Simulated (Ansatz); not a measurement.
Working through a comparison of magnetic orders of EuO, space group Fm-3m

With Ansatz 0.2.0, Python API.

Typed at the interpreter:
```pycon
>>> import warnings
>>> import ansatz as az
>>> import numpy as np
>>> FUNCTIONAL = "PBEsol"
>>> ECUT = 530
>>> KMESH = (6, 6, 6)
>>> SMEARING = "cold"
>>> SMEARING_WIDTH = 0.01
>>> MAX_SCF = 200
>>> def count_gap(report):
...     # lowest empty less highest filled band, counting bands; zero where they overlap
...     return max(report.get("gap_by_band_count_ev") or 0.0, 0.0)
...
>>> CELL = [
...     [0.0, 5.1439, 5.1439],
...     [2.57195, 0.0, 2.57195],
...     [2.57195, 2.57195, 0.0],
... ]
>>> ATOMS = [
...     ("Eu", [0.0, 0.0, 0.0]),
...     ("O", [0.25, 0.5, 0.5]),
...     ("Eu", [0.5, 0.0, 0.0]),
...     ("O", [0.75, 0.5, 0.5]),
... ]
>>> def ordered(moments):
...     crystal = az.Crystal(lattice=az.Lattice.of(CELL))
...     for (symbol, position), moment in zip(ATOMS, moments):
...         crystal = crystal.atom(symbol, position, moment=moment or None)
...     return crystal
...
>>> warnings.simplefilter("ignore", az.DeckWarning)
>>> # starting moments in muB, one an atom
>>> orders = {
...     "FM": [5.6, 0, 5.6, 0],
...     "AFM": [5.6, 0, -5.6, 0],
... }
>>> rows = []
>>> for label, moments in orders.items():
...     job = (
...         ordered(moments).calculation()
...         .functional(FUNCTIONAL)
...         .basis(ECUT)
...         .kpoints(*KMESH, center="monkhorst-pack")
...         .occupations(SMEARING, width=SMEARING_WIDTH)
...         .mixing("msr1", preconditioner="kerker")
...         .eigensolver("davidson", full_accuracy=True)
...         .initial_density(normalization="atom")
...         .scf(max_iterations=MAX_SCF)
...         .spin("collinear")
...         .band_table()
...     )
...     r = job.run().report
...     rows.append((label, r["free_energy_ev"], r["magnetization_mub"], r["absolute_magnetization_mub"], max(abs(m) for m in r["site_moments_mub"]), count_gap(r)))
...     print(label, "site moments:", [round(m, 2) for m in r["site_moments_mub"]])
...
FM site moments: [6.61, -0.08, 6.61, -0.08]
AFM site moments: [6.55, 0.0, -6.55, -0.0]
>>> lowest = min(row[1] for row in rows)
>>> rows = [(row[0], 1000 * (row[1] - lowest) / 2, *row[2:]) for row in sorted(rows, key=lambda row: row[1])]
>>> print("         order  meV/magnetic atom         net muB    absolute muB  largest site muB  gap by band count eV")
         order  meV/magnetic atom         net muB    absolute muB  largest site muB  gap by band count eV
>>> for row in rows:
...     print(f"{str(row[0]):>14s}  {row[1]:17.2f}  {row[2]:14.3f}  {row[3]:14.3f}  {row[4]:16.3f}  {row[5]:20.3f}")
...
            FM               0.00          13.923          14.324             6.605                 0.000
           AFM              45.76           0.000          13.664             6.550                 0.000
>>> print("lowest of these starts:", rows[0][0])
lowest of these starts: FM
```

In order of energy: ferromagnetic (+0.0 meV an atom, largest site moment 6.61 μB) and antiferro- or ferrimagnetic (+22.9 meV an atom, largest site moment 6.55 μB). These are the states reached from the starts typed.

Reading the output:
- The settings weren't tested for convergence.
- Open f shells: without a Hubbard U, without spin-orbit coupling; the state reached hangs on the start and needn't be the lowest.
- Without U the f states sit at the Fermi level and can close a real gap.
- The mesh has less symmetry than the crystal, which the program warned of.
- A gap by band count of zero or less means overlapping bands, a metal.
- The structure is a deposited one; some such entries were measured under pressure or heat, so a shift against it needn't be the functional's error alone.
- Levels are Kohn-Sham eigenvalues on this mesh, without spin-orbit coupling.
- Each row is the state reached from that start at the given structure, not necessarily the lowest of its order; other orders weren't tried.
- The script silences the warnings on its input, which a real study should read.
- Run time: 3.4 min on 1 thread of Intel(R) Xeon(R) 6975P-C (Granite Rapids), with other jobs on the host, peak memory 0.68 GiB.

(Lines on the test bed's own set-up are left out of the output.)
